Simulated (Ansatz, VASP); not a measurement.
## AlN: VASP beside Ansatz

```
Al N
1.0
     0.00000    2.03491    2.03491
     2.03491    0.00000    2.03491
     2.03491    2.03491    0.00000
Al N
1 1
Direct
  0.50000 0.50000 0.50000
  0.00000 0.00000 0.00000
```

Alike in both runs: functional PBE; k mesh 10 × 10 × 10; occupations gaussian, width 0.02 eV; no spin polarisation.

Ansatz relaxed the structure, and its values are those at the end. VASP's run is a single point on that final structure, the one shown.

|  | VASP | Ansatz |
| --- | --- | --- |
| version | VASP 6.6.1 | Ansatz 0.2.0 |
| potentials or method | VASP PAW PBE potentials, release 64 (Al, N) | scalar-relativistic, plane waves, PAW |
| plane-wave cutoff (eV) | 520 | 520 |
| valence electrons in the cell | 8 | 8 |

Ansatz gave:

```
gap on the k mesh at the Fermi level (eV) : 4.44
least direct gap on the mesh (eV)         : 5.39
pressure (GPa)                            : 0.0
```

Q: What did VASP give for the same quantities?

A: gap on the k mesh at the Fermi level (eV): 4.42; least direct gap on the mesh (eV): 5.40; pressure (GPa): -0.1.

A k mesh can miss the band edges. Expect the measured gap to be larger: semilocal functionals such as PBE lack the derivative discontinuity.
